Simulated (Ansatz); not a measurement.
HgSe, DFT, PBEsol, PAW with Ansatz's default frozen-core files, scalar-relativistic (Ansatz 0.2.0), run on 1 thread of Intel(R) Xeon(R) 6975P-C (Granite Rapids) on a shared host.

The cell is COD entry 1538962, as deposited and not checked against the literature; nothing was relaxed. The listed cell was then made from it by scaling, straining or moving an atom.

Command: `ansatz run input.yaml --threads 1 --pin off --max-ram 3072MiB --backend cpu --events-out ev --progress --plain --runs-dir out`

```yaml
crystal:
  lattice:
    - [0.0, 3.036, 3.09672]
    - [3.036, 0.0, 3.09672]
    - [3.036, 3.036, 0.0]
  atoms:
    - { symbol: Hg, position: [0.0, 0.0, 0.0] }
    - { symbol: Se, position: [0.75, 0.75, 0.75] }
kpoints:
  mp_grid: { grid: [9, 9, 9] }
scf:
  occupations: { method: fermi_dirac, width: 0.02 }
hamiltonian:
  xc: pbesol
  pseudopotentials: { kind: paw }
output:
  forces: true
  stress: true
  eigenvalues: true
  efg: { contact_densities: true }
  write_density: true
  write_potential: true
  elf: true
  volumetric_format: npy
```

Problem. How large is the problem that the program sets up?

Solution. 75 irreducible k-points, 1107 plane waves at Γ, 22 bands.

Problem. Estimate the wall time and the peak memory.

Solution. 7.4 s of wall time for 6 SCF iterations, with a peak of 0.53 GiB. Times on shared machines scatter by tens of per cent.

Problem. And the same cell and mesh by crystal-made all-electron datasets, asked for forces, stress, eigenvalues, efg, on the same hardware?

Solution. 9.2 s, peak memory 0.65 GiB.
